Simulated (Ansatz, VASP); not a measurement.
## TiN (Osbornite) in VASP and in Ansatz

```
Ti N
1.0
     0.00000    2.11900    2.11900
     2.11900    0.00000    2.11900
     2.11900    2.11900    0.00000
Ti N
1 1
Direct
  0.00000 0.00000 0.00000
  0.50000 0.50000 0.50000
```

Alike in both runs: task single point; functional PBE; k mesh 8 × 8 × 8; occupations gaussian, width 0.1 eV; no spin polarisation.

|  | VASP | Ansatz |
| --- | --- | --- |
| version | VASP 6.6.1 | Ansatz 0.2.0 |
| potentials or method | VASP PAW PBE potentials, release 64 (Ti_sv, N) | scalar-relativistic, plane waves, PAW |
| plane-wave cutoff (eV) | 520 | 420 |
| valence electrons in the cell | 17 | 17 |

VASP gave:

* gap on the k mesh at the Fermi level (eV): none
* pressure (GPa): 2.4

Task: Which values does Ansatz return?

Result: gap on the k mesh at the Fermi level (eV): none; pressure (GPa): 2.0.

A gap of «none» marks a metal or a gap that the smearing closes. With one functional, cell and mesh, what is left measures potentials, basis and numerics.
